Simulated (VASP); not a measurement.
Input of a VASP 6.6.1 run:

The input INCAR:

```
SYSTEM = Si3Ge
PREC     = Accurate       ! precision mode
ENCUT    = 520            ! plane-wave cutoff, eV
EDIFF    = 1E-6           ! SCF threshold, eV
ISMEAR   = 0              ! smearing method
SIGMA    = 0.1            ! smearing width, eV
LREAL    = .FALSE.        ! projectors in reciprocal space
LASPH    = .TRUE.         ! aspherical terms in the spheres
NELM     = 100            ! most SCF steps
ALGO     = Normal         ! electronic algorithm
ISIF     = 2              ! what is computed and relaxed
LWAVE    = .FALSE.        ! write WAVECAR
LCHARG   = .TRUE.         ! write CHGCAR
GGA      = PE             ! functional
LELF     = .TRUE.         ! ELF
LVHAR    = .TRUE.       
NBANDS   = 21             ! bands
```

KPOINTS

```
Automatic mesh
0
G
  6 6 2
  0 0 0
```

The input POSCAR:

```
Si3Ge
1.0
    2.6556879408     -0.0000000024      0.0000000000
   -1.3278439683      2.2998932224      0.0000000000
    0.0000000000      0.0000000000     10.7917087912
Si Ge
3 1
Direct
    0.0000000000      0.0000000000      0.5000000000
    0.0000000000      0.0000000000      0.7415312181
    0.0000000000      0.0000000000      0.2584687819
    0.0000000000      0.0000000000      0.0000000000
```

Potentials or basis: VASP PAW PBE potentials, release 64 (Si, Ge_d).

Launch:

```bash
$ cat potpaw_PBE.64/Si/POTCAR potpaw_PBE.64/Ge_d/POTCAR > POTCAR
$ mpirun -np 1 vasp_std > vasp.out
```

**Question.** What does it give for the pressure?

**Answer.** 0.1 GPa.

**Question.** Predict the band gap on the k mesh.

**Answer.** None (metal or under the smearing width).

**Question.** Estimate the largest force.

**Answer.** 0.030 eV/Å.

Forces in eV/Å, atoms in the order of the input:
```
Si   0.000  0.000  0.000
Si   0.000  0.000  0.030
Si   0.000  0.000 -0.030
Ge   0.000  0.000  0.000
```

Caveat: the k mesh is coarse (spacing up to 0.46 Å⁻¹), so the values aren't converged.
